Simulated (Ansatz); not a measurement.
Runs of Ansatz 0.2.0 on Ca. It takes space group Fm-3m (No. 225, cubic). Conventional cell: a = 5.588 Å, b = 5.588 Å, c = 5.588 Å, α = 90.00°, β = 90.00°, γ = 90.00°. Around Ca (site symmetry m-3m) lie 12 Ca at 3.95 Å. 

| task | level | cell | cutoff (eV) | smearing | basis error allowed | gap on the mesh (eV) | pressure (GPa) |
| --- | --- | --- | --- | --- | --- | --- | --- |
| single point | PBE+D4 | as given | 87 | fermi-dirac 0.05 eV | 0.0005 eV/atom | none | -1.1 |
| single point | PBE | as given | 79 | gaussian 0.1 eV | 0.001 eV/atom | none | -0.6 |
| relaxation of cell and atoms | PBE+D4 | relaxed | - | fermi-dirac 0.05 eV | 0.001 eV/atom | - | 0.0 |
| single point | PBEsol | cell strained at random at fixed volume | 83 | gaussian 0.1 eV | 0.001 eV/atom | none | (a) |
| band structure | LDA | as given | 80 | fermi-dirac 0.05 eV | 0.001 eV/atom | - | -2.1 |

Alike in all rows: potentials or basis all-electron LAPW, scalar-relativistic; no spin polarisation; k mesh 8 × 8 × 8.

Q: Fill in the values left out.

A: (a) -1.2.

Caveats: pairwise dispersion overbinds metals, which lowers pressure and volume (some runs).

A k mesh can miss the band edges.

A gap of «none» marks a metal or a gap under the smearing width.

Not every run made on this cell is shown here.
